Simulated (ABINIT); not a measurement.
Set up this calculation in ABINIT 10.8.3 (patched build), as the native input.

| Item | Value |
| --- | --- |
| Task | band structure |
| Functional | PBE |
| Potentials or basis | SG15 NC PBE v1.2 |
| Cutoff | 816 eV |
| k mesh | 10 × 10 × 8 |
| Occupations | fermi-dirac, width 0.05 eV |
| Spin | no spin polarisation |

The system is MoP.

```xyz
2
Lattice="3.2230 0.0000 0.0000 -1.6115 2.7912 0.0000 0.0000 0.0000 3.1910" Properties=species:S:1:pos:R:3 pbc="T T T"
Mo    0.0000    0.0000    0.0000
P     0.0000    1.8608    1.5955
```

These files were run (other wordings do the same):

run.abi

```
# Datasets: ground state, then fixed potential
ndtset 2

# Pseudopotentials
pp_dirpath "./"
pseudos "Mo_ONCV_PBE-1.2.upf, P_ONCV_PBE-1.2.upf"

# Structure
acell 6.0905872997 6.0905872997 6.0301160637
rprim
     1.0000000000     0.0000000000     0.0000000000
    -0.5000000000     0.8660254038     0.0000000000
     0.0000000000     0.0000000000     1.0000000000
ntypat 2
znucl 42 15
natom 2
typat 1 2
xcart
     0.0000000000     0.0000000000     0.0000000000
    -0.0000000003     3.5164022172     3.0150580318

# Plane-wave basis
ecut 30.0

# Exchange and correlation
ixc 11

# Bands and occupations
occopt 3
tsmear 0.00183747

# SCF cycle
nstep 100

# Output
iomode 3
prtwf 0
prteig 0
prtebands 0
enunit 1
prtden1 1

# Dataset 1
kptopt1 1
ngkpt1 10 10 8
nshiftk1 1
shiftk1 0.0 0.0 0.0
nband1 14
tolvrs1 1.0e-10

# Dataset 2: bands along G-M-K-G-A-L-H-A
iscf2 -2
getden2 1
nband2 20
nbdbuf2 4
tolwfr2 1.0e-11
kptopt2 -7
ndivsm2 8
prteig2 1
prtvol2 -3
kptbounds2
     0.0000000000     0.0000000000     0.0000000000
     0.5000000000     0.0000000000     0.0000000000
     0.3333333333     0.3333333333     0.0000000000
     0.0000000000     0.0000000000     0.0000000000
     0.0000000000     0.0000000000     0.5000000000
     0.5000000000     0.0000000000     0.5000000000
     0.3333333333     0.3333333333     0.5000000000
     0.0000000000     0.0000000000     0.5000000000
```

Potentials or basis: SG15 NC PBE v1.2.

Command:

```bash
$ abinit run.abi > log 2>&1
```

Results of the run:

The pressure is 2.3 GPa. The band gap on the k mesh is none (metal or under the smearing width) and the valence electrons inside the program's atomic spheres are Mo 10.59; P 2.91.

Wall time 97 s on 1 thread of Arm Neoverse N1, with other jobs on the host, peak memory 0.11 GiB.
